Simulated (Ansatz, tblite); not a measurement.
# MgS with GFN1-xTB from a Python script

These are simulated results from tblite 0.8.0, not measurements. The cell was built from a prototype and was relaxed with r2SCAN in plane waves (Ansatz 0.2.0). Not every such cell is a known phase. All runs are without spin polarisation.

It is cubic, F-43m (No. 216); a = 5.662 Å in the conventional setting, 22.69 Å³ an atom. Mg has 4 S at 2.45 Å; S has 4 Mg at 2.45 Å.

tblite solves periodic systems at the zone centre alone, so the script builds a cluster of 2×2×2 conventional cells (64 atoms), which folds in a coarse mesh of k points.

Input script:

```python
import json
from ase import Atoms
from ase.build import make_supercell
from ase.units import Bohr, GPa, Hartree
from tblite.interface import Calculator

atoms = Atoms(['Mg', 'S'],
              cell=[[0.0, 2.830877, 2.830877], [2.830877, 0.0, 2.830877], [2.830877, 2.830877, 0.0]],
              scaled_positions=[[-0.0, 0.0, 0.0], [0.25, 0.25, 0.25]],
              pbc=True)
cluster = make_supercell(atoms, [[-2, 2, 2], [-2, -2, 2], [2, -2, 2]])
calc = Calculator('GFN1-xTB', cluster.numbers, cluster.positions / Bohr, lattice=cluster.cell[:] / Bohr, periodic=cluster.pbc)
calc.set('temperature', 0.02 / Hartree)
calc.set('max-iter', 150)
res = calc.singlepoint()
levels = res.get('orbital-energies') * Hartree
nv = round(res.get('orbital-occupations').sum() / 2)
cells = len(cluster) // len(atoms)
out = {'energy_per_cell': res.get('energy') * Hartree / cells, 'homo': levels[nv - 1], 'lumo': levels[nv],
       'stress': (-res.get('virial') * Hartree / cluster.get_volume() / GPa).tolist(), 'charges': res.get('charges')[:len(atoms)].tolist(), 'electrons': 2 * nv / cells}
json.dump(out, open('results.json', 'w'))
for key, value in out.items():
    print(key, value)
```

Command: `python run.py`. It took 5.5 s on 1 thread of Arm Neoverse N1, with other jobs on the host, peak memory 0.12 GiB.

The log:

```
------------------------------------------------------------
  cycle        total energy    energy error   density error
------------------------------------------------------------
      1     -141.2732156052  -1.4109566E+02   9.2438447E-01
      2     -144.5645507687  -3.2913352E+00   2.9987970E-01
      3     -144.6974318455  -1.3288108E-01   2.3014035E-01
      4     -144.7490675174  -5.1635672E-02   3.1158629E-02
      5     -144.7582535488  -9.1860315E-03   2.1806570E-04
      6     -144.7582535726  -2.3723175E-08   1.0946252E-04
      7     -144.7582536363  -6.3762883E-08   7.1310887E-05
      8     -144.7582537605  -1.2421725E-07   2.4749593E-05
      9     -144.7582537653  -4.7198512E-09   5.4709140E-06
------------------------------------------------------------

 total:                                   4.418 sec
energy_per_cell -123.09602260687222
homo -10.828025144649072
lumo -10.570001008352238
stress [[-2.321699951246328, -1.7936845231287996e-06, 1.7936845687152734e-06], [-1.7936845229550344e-06, -2.3216999512463006, 1.7936845611465575e-06], [1.7936845684138175e-06, 1.7936845611324392e-06, -2.321699951246355]]
charges [0.4209686930599865, -0.42096644902693436]
electrons 8.0
```

The cycle table is in hartree for the whole cluster, and the lines after it are in eV (the energy for one cell). The printed stress is in GPa and positive in compression, and the pressure is its mean diagonal.

GFN1-xTB gives a gap of 0.26 eV. On the same cell, plane-wave PBE (Ansatz, 8×8×8 k points and the special points) gives a gap of 3.47 eV and r2SCAN a gap of 4.14 eV; on shared hosts these took about 3.7 and 8.3 core-seconds on the 2-atom cell, against 5.5 for the script. Semilocal gaps usually lie below measured ones. xTB was fitted to molecules, so gaps, charges and pressures of solids can be far off, and the gap also depends on the size of the cluster.

The same script was run on cells scaled at fixed shape and fractional coordinates:

| volume (Å³/atom) | energy (meV/atom) | pressure (GPa, positive in compression) | gap (eV) |
| --- | --- | --- | --- |
| 19.96 | 15.2 | 5.03 | 0.45 |
| 21.33 | -7.8 | 0.67 | 0.35 |
| 22.69 | 0.0 | -2.32 | 0.26 |
| 24.05 | 29.1 | -4.41 | 0.18 |
| 25.41 | 73.1 | -5.86 | 0.13 |

A Birch-Murnaghan fit puts the minimum at 21.59 Å³/atom, 4.8 % below the given cell, with a bulk modulus of 53 GPa at fixed shape.

xTB was fitted mostly to molecules, and a small cluster samples few k points, so gaps, pressures and kinks along a curve can be far from a solid's.
